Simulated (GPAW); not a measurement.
# Hf (Im-3m) in GPAW: a series of runs

The runs below take Hf through relaxation of cell and atoms, with PBEsol.

Everything below comes from runs of GPAW 26.7.0. Logs are shortened: lines on timing, memory, paths and dates and some standing lists are left out, and cuts for length are marked. The log counts tension as positive stress, the text compression.

## 1. The crystal as given

The structure is cubic, space group Im-3m (No. 229). Conventional cell: a = 3.610 Å, b = 3.610 Å, c = 3.610 Å, α = 90.00°, β = 90.00°, γ = 90.00°. Hf (site symmetry m-3m) has 8 Hf at 3.13 Å as nearest neighbours.

This isn't the form of Hf at room conditions, which is hcp.

## 2. Relaxation of cell and atoms, PBEsol

Contents of run.py:

```python
from ase import Atoms
from ase.filters import FrechetCellFilter
from ase.io import write
from ase.optimize import BFGS
from gpaw import GPAW, PW, setup_paths

setup_paths.insert(0, '.')

atoms = Atoms(['Hf'],
              cell=[[-1.805, 1.805, 1.805],
                    [1.805, -1.805, 1.805],
                    [1.805, 1.805, -1.805]],
              scaled_positions=[[0.0, 0.0, 0.0]],
              pbc=True)

calc = GPAW(mode=PW(600),
            xc='PBEsol',
            kpts={'size': (10, 10, 10), 'gamma': True},
            occupations={'name': 'fermi-dirac', 'width': 0.05},
            nbands=14,
            convergence={'density': 1e-05, 'forces': 0.0001},
            maxiter=150,
            txt='gpaw.txt')
atoms.calc = calc
opt = BFGS(FrechetCellFilter(atoms), trajectory='relax.traj', logfile='-')
done = opt.run(fmax=0.02, steps=60)
calc.write('gs.gpw')
write('result.traj', atoms)
print('Converged:', done)
print('Cell:', atoms.cell.cellpar().round(4))
print('Volume:', round(atoms.get_volume(), 4))
print(atoms.get_scaled_positions().round(5))
```

Potentials or basis: PAW data sets generated in the run's folder for this functional, pw.

Launch:

```
$ gpaw-setup -f PBEsol Hf
$ OMP_NUM_THREADS=1 python run.py
```

gpaw.txt:

```text
__  _  _
 | _ |_)|_||  |
 |__||  | ||/\| - 26.7.0

Input parameters:
  mode=PW(ecut=600.0),
  convergence={'density': 1e-05, 'forces': 0.0001},
  kpts=MonkhorstPack(size=(10, 10, 10), gamma=True),
  maxiter=150,
  nbands=14,
  occupations=Occupations(name='fermi-dirac', width=0.05),
  xc=XC(name='PBEsol')

Diagonalizing LCAO Hamiltonian
Converting LCAO to pw mode

       Hf

Atoms  # Å, Bohr magnetons
|   | symbol |        x |        y |        z |    initial magnetic moments |
|---|--------|----------|----------|----------|-----------------------------|
| 0 |     Hf | 0.000000 | 0.000000 | 0.000000 | ( 0.0000,  0.0000,  0.0000) |

Unit cell  # Å
| periodic |         x |         y |         z |  lengths |     angles |
|----------|-----------|-----------|-----------|----------|------------|
|      yes | -1.805000 |  1.805000 |  1.805000 | 3.126352 | 109.471221 |
|      yes |  1.805000 | -1.805000 |  1.805000 | 3.126352 | 109.471221 |
|      yes |  1.805000 |  1.805000 | -1.805000 | 3.126352 | 109.471221 |
[... 215 lines left out ...]
Stress tensor  # eV/Ang^3
|        x |        y |        z |
|----------|----------|----------|
| 0.054066 | 0.000000 | 0.000000 |
| 0.000000 | 0.054066 | 0.000000 |
| 0.000000 | 0.000000 | 0.054066 |

Forces  # eV/Ang
|        x |        y |       z |
|----------|----------|---------|
| -0.00000 | -0.00000 | 0.00000 |  # Hf   0

Interpolating wave functions to new cell

       Hf

Atoms  # Å, Bohr magnetons
|   | symbol |         x |         y |        z |    initial magnetic moments |
|---|--------|-----------|-----------|----------|-----------------------------|
| 0 |     Hf | -0.000000 | -0.000000 | 0.000000 | ( 0.0000,  0.0000,  0.0000) |

Unit cell  # Å
| periodic |         x |         y |         z |  lengths |     angles |
|----------|-----------|-----------|-----------|----------|------------|
|      yes | -1.772502 |  1.772502 |  1.772502 | 3.070063 | 109.471221 |
|      yes |  1.772502 | -1.772502 |  1.772502 | 3.070063 | 109.471221 |
|      yes |  1.772502 |  1.772502 | -1.772502 | 3.070063 | 109.471221 |
[... 212 lines left out ...]
No gap
No difference between direct/indirect transitions

Stress tensor  # eV/Ang^3
|         x |         y |         z |
|-----------|-----------|-----------|
|  0.024429 | -0.000000 | -0.000000 |
| -0.000000 |  0.024429 | -0.000000 |
| -0.000000 | -0.000000 |  0.024429 |

Forces  # eV/Ang
|        x |       y |        z |
|----------|---------|----------|
| -0.00000 | 0.00000 | -0.00000 |  # Hf   0

Interpolating wave functions to new cell

       Hf

Atoms  # Å, Bohr magnetons
|   | symbol |         x |         y |         z |    initial magnetic moments |
|---|--------|-----------|-----------|-----------|-----------------------------|
| 0 |     Hf | -0.000000 | -0.000000 | -0.000000 | ( 0.0000,  0.0000,  0.0000) |

Unit cell  # Å
| periodic |         x |         y |         z |  lengths |     angles |
|----------|-----------|-----------|-----------|----------|------------|
|      yes | -1.748582 |  1.748582 |  1.748582 | 3.028633 | 109.471221 |
|      yes |  1.748582 | -1.748582 |  1.748582 | 3.028633 | 109.471221 |
|      yes |  1.748582 |  1.748582 | -1.748582 | 3.028633 | 109.471221 |
[... 163 lines left out ...]
SCF iterations
|iter     | |      energy | eigst |  dens |force |
|---------|-|-------------|-------|-------|------|
|iter:   1| |   -7.944524 | -0.70 |       |      |
|iter:   2| |   -7.938353 | -3.70 | -1.72 |      |
|iter:   3| |   -7.909354 | -2.57 | -1.76 |      |
|iter:   4| |   -7.910489 | -4.20 | -2.58 |      |
|iter:   5| |   -7.911032c| -5.39 | -2.87 |      |
|iter:   6| |   -7.911034c| -7.46c| -4.21 |      |
|iter:   7| |   -7.911034c| -9.07c| -4.58 |      |
|iter:   8| |   -7.911034c|-10.23c| -6.06c|      |
|iter:   9| |   -7.911034c|-10.88c| -6.61c|-25.30c|

Converged in 9 steps
Energy contributions relative to reference atoms: (reference = -409762.375317)

Energy contributions:
  Kinetic:           6.986306
  Coulomb:          -6.013108
  Zero:             -0.505150
  External:          0.000000
  Xc:               -8.372457
  Entropy:          -0.013249
  Spinorbit:         0.000000
  ----------------------------
  Free energy:      -7.917658
  Extrapolated:     -7.911034
[... 22 lines left out ...]
No gap
No difference between direct/indirect transitions

Stress tensor  # eV/Ang^3
|         x |         y |         z |
|-----------|-----------|-----------|
| -0.001605 | -0.000000 |  0.000000 |
| -0.000000 | -0.001605 | -0.000000 |
|  0.000000 | -0.000000 | -0.001605 |

Forces  # eV/Ang
|        x |        y |        z |
|----------|----------|----------|
| -0.00000 | -0.00000 | -0.00000 |  # Hf   0

Interpolating wave functions to new cell

       Hf

Atoms  # Å, Bohr magnetons
|   | symbol |         x |         y |         z |    initial magnetic moments |
|---|--------|-----------|-----------|-----------|-----------------------------|
| 0 |     Hf | -0.000000 | -0.000000 | -0.000000 | ( 0.0000,  0.0000,  0.0000) |

Unit cell  # Å
| periodic |         x |         y |         z |  lengths |     angles |
|----------|-----------|-----------|-----------|----------|------------|
|      yes | -1.749992 |  1.749992 |  1.749992 | 3.031075 | 109.471221 |
|      yes |  1.749992 | -1.749992 |  1.749992 | 3.031075 | 109.471221 |
|      yes |  1.749992 |  1.749992 | -1.749992 | 3.031075 | 109.471221 |
[... 163 lines left out ...]
SCF iterations
|iter     | |      energy | eigst |  dens |force |
|---------|-|-------------|-------|-------|------|
|iter:   1| |   -7.911186 | -3.12 |       |      |
|iter:   2| |   -7.911164 | -6.12 | -2.94 |      |
|iter:   3| |   -7.911060c| -5.03 | -2.98 |      |
|iter:   4| |   -7.911063c| -6.65 | -3.80 |      |
|iter:   5| |   -7.911065c| -7.83c| -4.09 |      |
|iter:   6| |   -7.911065c| -9.05c| -5.43c|      |
|iter:   7| |   -7.911065c| -9.54c| -5.81c|-25.65c|

Converged in 7 steps
Energy contributions relative to reference atoms: (reference = -409762.375317)

Energy contributions:
  Kinetic:           6.814147
  Coulomb:          -5.879077
  Zero:             -0.505057
  External:          0.000000
  Xc:               -8.334444
  Entropy:          -0.013267
  Spinorbit:         0.000000
  ----------------------------
  Free energy:      -7.917699
  Extrapolated:     -7.911065
[... 22 lines left out ...]
No gap
No difference between direct/indirect transitions

Stress tensor  # eV/Ang^3
|        x |         y |         z |
|----------|-----------|-----------|
| 0.000032 |  0.000000 |  0.000000 |
| 0.000000 |  0.000032 | -0.000000 |
| 0.000000 | -0.000000 |  0.000032 |

Forces  # eV/Ang
|        x |        y |        z |
|----------|----------|----------|
| -0.00000 | -0.00000 | -0.00000 |  # Hf   0

# Writing to gs.gpw (mode='')
```

stdout:

```text
Step          Energy          fmax
BFGS:    0       -7.857433        1.271803
BFGS:    1       -7.907191        0.544149
BFGS:    2       -7.917658        0.034319
BFGS:    3       -7.917699        0.000678
Converged: True
Cell: [  3.0311   3.0311   3.0311 109.4712 109.4712 109.4712]
Volume: 21.4372
[[0. 0. 0.]]
```

Run time: 46 s. Hardware: 1 thread of Arm Neoverse V1, shared host; peak memory 0.17 GiB.

What came out:

```yaml
Free_energy: -7.9177 eV
Relaxed_volume: 21.44 Å³/atom
Relaxed_cell: a = 3.031 Å, b = 3.031 Å, c = 3.031 Å, α = 109.47°, β = 109.47°, γ = 109.47°
Space_group_after_relaxing_to_0.05_Å: Im-3m (No. 229)
Energy_gained_by_relaxing: 61.3 meV/atom
Ionic_steps: 4
Pressure_after_relaxing: 0.0 GPa
Band_gap_on_the_k_mesh: none (metal or under the smearing width)
```

The path:
```csv
step,energy change (eV),largest force (eV/Å),pressure (GPa),volume (Å³)
1,0.0000,0.0000,-8.66,23.52
2,-0.0505,0.0000,-3.91,22.28
3,-0.0612,0.0000,0.26,21.39
4,-0.0613,0.0000,-0.01,21.44
```

Final structure:
```yaml
crystal:
  lattice:
    - [-1.74999, 1.74999, 1.74999]
    - [1.74999, -1.74999, 1.74999]
    - [1.74999, 1.74999, -1.74999]
  atoms:
    - { symbol: Hf, position: [0.00000, 0.00000, 0.00000] }
```

Levels at points of the mesh, in eV from the Fermi level:
```tsv
k point	band 3	band 4	band 5	band 6	band 7	band 8	band 9	band 10
(0.00, 0.00, 0.00)	-29.68	-29.68	-7.15	1.53	1.53	1.53	4.43	4.43
(0.50, 0.50, 0.00)	-29.98	-29.68	-3.51	-0.59	1.22	4.28	5.32	7.96
(0.50, 0.50, 0.50)	-30.33	-30.33	-2.77	-2.77	7.07	7.07	7.07	7.56
```

Caveat: later steps reuse the first step's grids.

## 3. Relaxation of cell and atoms, PBEsol, target pressure 2 GPa, at which the enthalpy is minimised

run.py: that of step 2 with these lines changed.

```diff
@@ -4,2 +4,3 @@
 from ase.optimize import BFGS
+from ase.units import GPa
 from gpaw import GPAW, PW, setup_paths
@@ -24,3 +25,3 @@
 atoms.calc = calc
-opt = BFGS(FrechetCellFilter(atoms), trajectory='relax.traj', logfile='-')
+opt = BFGS(FrechetCellFilter(atoms, scalar_pressure=2 * GPa), trajectory='relax.traj', logfile='-')
 done = opt.run(fmax=0.02, steps=60)
```

Potentials or basis: PAW data sets generated in the run's folder for this functional, pw.

Launch:

```
$ gpaw-setup -f PBEsol Hf
$ OMP_NUM_THREADS=1 python run.py
```

gpaw.txt:

```text
__  _  _
 | _ |_)|_||  |
 |__||  | ||/\| - 26.7.0

Input parameters:
  mode=PW(ecut=600.0),
  convergence={'density': 1e-05, 'forces': 0.0001},
  kpts=MonkhorstPack(size=(10, 10, 10), gamma=True),
  maxiter=150,
  nbands=14,
  occupations=Occupations(name='fermi-dirac', width=0.05),
  xc=XC(name='PBEsol')

Diagonalizing LCAO Hamiltonian
Converting LCAO to pw mode

       Hf

Atoms  # Å, Bohr magnetons
|   | symbol |        x |        y |        z |    initial magnetic moments |
|---|--------|----------|----------|----------|-----------------------------|
| 0 |     Hf | 0.000000 | 0.000000 | 0.000000 | ( 0.0000,  0.0000,  0.0000) |

Unit cell  # Å
| periodic |         x |         y |         z |  lengths |     angles |
|----------|-----------|-----------|-----------|----------|------------|
[... 724 lines left out ...]
| periodic |         x |         y |         z |  lengths |     angles |
|----------|-----------|-----------|-----------|----------|------------|
|      yes | -1.739520 |  1.739520 |  1.739520 | 3.012938 | 109.471221 |
|      yes |  1.739520 | -1.739520 |  1.739520 | 3.012938 | 109.471221 |
|      yes |  1.739520 |  1.739520 | -1.739520 | 3.012938 | 109.471221 |
[... 163 lines left out ...]
SCF iterations
|iter     | |      energy | eigst |  dens |force |
|---------|-|-------------|-------|-------|------|
|iter:   1| |   -7.908949 | -2.94 |       |      |
|iter:   2| |   -7.908916 | -5.96 | -2.85 |      |
|iter:   3| |   -7.908761c| -4.86 | -2.89 |      |
|iter:   4| |   -7.908766c| -6.48 | -3.71 |      |
|iter:   5| |   -7.908770c| -7.65c| -4.01 |      |
|iter:   6| |   -7.908770c| -8.87c| -5.36c|      |
|iter:   7| |   -7.908770c| -9.37c| -5.73c|-25.94c|

Converged in 7 steps
Energy contributions relative to reference atoms: (reference = -409762.375317)

Energy contributions:
  Kinetic:           8.101744
  Coulomb:          -6.878972
  Zero:             -0.505737
  External:          0.000000
  Xc:               -8.619223
  Entropy:          -0.013162
  Spinorbit:         0.000000
  ----------------------------
  Free energy:      -7.915351
  Extrapolated:     -7.908770
[... 25 lines left out ...]
Stress tensor  # eV/Ang^3
|         x |         y |         z |
|-----------|-----------|-----------|
| -0.012440 |  0.000000 |  0.000000 |
|  0.000000 | -0.012440 | -0.000000 |
|  0.000000 | -0.000000 | -0.012440 |

Forces  # eV/Ang
|        x |        y |        z |
|----------|----------|----------|
| -0.00000 | -0.00000 | -0.00000 |  # Hf   0

# Writing to gs.gpw (mode='')
```

It took 44 s on 1 thread of Arm Neoverse V1, shared host; peak memory 0.17 GiB.

Results:

- Free energy: -7.9154 eV
- Relaxed volume: 21.05 Å³/atom
- Relaxed cell: a = 3.013 Å, b = 3.013 Å, c = 3.013 Å, α = 109.47°, β = 109.47°, γ = 109.47°
- Space group after relaxing (to 0.05 Å): Im-3m (No. 229)
- Energy change on relaxing (the enthalpy is what falls): -59.0 meV/atom
- Ionic steps: 4
- Pressure after relaxing: 2.0 GPa
- Band gap on the k mesh: none (metal or under the smearing width)

Step by step:
```
step  energy change (eV)  largest force (eV/Å)  pressure (GPa)  volume (Å³)
   1              0.0000                0.0000           -8.66        23.52
   2             -0.0564                0.0000           -2.68        22.00
   3             -0.0581                0.0000            2.33        20.99
   4             -0.0590                0.0000            1.99        21.05
```

Final structure:
```xyz
1
Lattice="-1.7395 1.7395 1.7395 1.7395 -1.7395 1.7395 1.7395 1.7395 -1.7395" Properties=species:S:1:pos:R:3 pbc="T T T"
Hf    0.0000    0.0000    0.0000
```

Caveat: later steps reuse the first step's grids.

## 4. Relaxation of cell and atoms, PBEsol, target pressure 5 GPa, at which the enthalpy is minimised

run.py: that of step 3 with these lines changed.

```diff
@@ -25,3 +25,3 @@
 atoms.calc = calc
-opt = BFGS(FrechetCellFilter(atoms, scalar_pressure=2 * GPa), trajectory='relax.traj', logfile='-')
+opt = BFGS(FrechetCellFilter(atoms, scalar_pressure=5 * GPa), trajectory='relax.traj', logfile='-')
 done = opt.run(fmax=0.02, steps=60)
```

Launch:

```
$ gpaw-setup -f PBEsol Hf
$ OMP_NUM_THREADS=1 python run.py
```

It took 42 s on 1 thread of Arm Neoverse V1, shared host; peak memory 0.17 GiB.

The run converged. Its results:

| Quantity | Value |
| --- | --- |
| Free energy | -7.9039 eV |
| Relaxed volume | 20.53 Å³/atom |
| Relaxed cell | a = 2.988 Å, b = 2.988 Å, c = 2.988 Å, α = 109.47°, β = 109.47°, γ = 109.47° |
| Space group after relaxing (to 0.05 Å) | Im-3m (No. 229) |
| Energy change on relaxing (the enthalpy is what falls) | -47.5 meV/atom |
| Ionic steps | 4 |
| Pressure after relaxing | 5.0 GPa |
| Band gap on the k mesh | none (metal or under the smearing width) |

Step by step:
| step | energy change (eV) | largest force (eV/Å) | pressure (GPa) | volume (Å³) |
| --- | --- | --- | --- | --- |
| 1 | 0.0000 | 0.0000 | -8.66 | 23.52 |
| 2 | -0.0609 | 0.0000 | -0.74 | 21.59 |
| 3 | -0.0450 | 0.0000 | 5.45 | 20.45 |
| 4 | -0.0475 | 0.0000 | 4.99 | 20.53 |

Final structure:
```
Hf
1.0
    -1.72488    1.72488    1.72488
     1.72488   -1.72488    1.72488
     1.72488    1.72488   -1.72488
Hf
1
Cartesian
  0.0000 0.0000 0.0000
```

Levels at points of the mesh, in eV from the Fermi level:
| k point | band 2 | band 3 | band 4 | band 5 | band 6 | band 7 | band 8 | band 9 | band 10 |
| --- | --- | --- | --- | --- | --- | --- | --- | --- | --- |
| (0.00, 0.00, 0.00) | -29.52 | -29.52 | -29.52 | -7.30 | 1.55 | 1.55 | 1.55 | 4.57 | 4.57 |
| (0.50, 0.50, 0.00) | -30.61 | -29.87 | -29.53 | -3.66 | -0.69 | 1.40 | 4.46 | 5.54 | 8.35 |
| (0.50, 0.50, 0.50) | -30.27 | -30.27 | -30.27 | -2.99 | -2.99 | 7.40 | 7.40 | 7.40 | 7.93 |

Caveat: later steps reuse the first step's grids.

## 5. Relaxation of cell and atoms, PBEsol, target pressure 10 GPa, at which the enthalpy is minimised

run.py: that of step 4 with these lines changed.

```diff
@@ -25,3 +25,3 @@
 atoms.calc = calc
-opt = BFGS(FrechetCellFilter(atoms, scalar_pressure=5 * GPa), trajectory='relax.traj', logfile='-')
+opt = BFGS(FrechetCellFilter(atoms, scalar_pressure=10 * GPa), trajectory='relax.traj', logfile='-')
 done = opt.run(fmax=0.02, steps=60)
```

Launch:

```
$ gpaw-setup -f PBEsol Hf
$ OMP_NUM_THREADS=1 python run.py
```

Run time: 42 s. Hardware: 1 thread of Arm Neoverse V1, shared host; peak memory 0.16 GiB.

The run converged. Its results:

* Free energy: -7.8674 eV
* Relaxed volume: 19.74 Å³/atom
* Relaxed cell: a = 2.949 Å, b = 2.949 Å, c = 2.949 Å, α = 109.47°, β = 109.47°, γ = 109.47°
* Space group after relaxing (to 0.05 Å): Im-3m (No. 229)
* Energy change on relaxing (the enthalpy is what falls): -10.6 meV/atom
* Ionic steps: 4
* Pressure after relaxing: 10.0 GPa
* Band gap on the k mesh: none (metal or under the smearing width)

The path:
| step | energy change (eV) | largest force (eV/Å) | pressure (GPa) | volume (Å³) |
| --- | --- | --- | --- | --- |
| 1 | 0.0000 | 0.0000 | -8.66 | 23.52 |
| 2 | -0.0569 | 0.0000 | 2.75 | 20.92 |
| 3 | -0.0053 | 0.0000 | 10.55 | 19.66 |
| 4 | -0.0106 | 0.0000 | 10.00 | 19.74 |

Final structure:
```
Hf
1.0
    -1.70256    1.70256    1.70256
     1.70256   -1.70256    1.70256
     1.70256    1.70256   -1.70256
Hf
1
Cartesian
  0.0000 0.0000 0.0000
```

Levels at points of the mesh, in eV from the Fermi level:
| k point | band 2 | band 3 | band 4 | band 5 | band 6 | band 7 | band 8 | band 9 | band 10 |
| --- | --- | --- | --- | --- | --- | --- | --- | --- | --- |
| (0.00, 0.00, 0.00) | -29.39 | -29.39 | -29.39 | -7.44 | 1.55 | 1.55 | 1.55 | 4.70 | 4.70 |
| (0.50, 0.50, 0.00) | -30.62 | -29.78 | -29.40 | -3.82 | -0.79 | 1.57 | 4.61 | 5.73 | 8.71 |
| (0.50, 0.50, 0.50) | -30.24 | -30.24 | -30.24 | -3.20 | -3.20 | 7.70 | 7.70 | 7.70 | 8.27 |

Caveat: later steps reuse the first step's grids; the volume moved by over 15 % at a fixed basis, so the end points are rough.

[end of part 1 of 2]
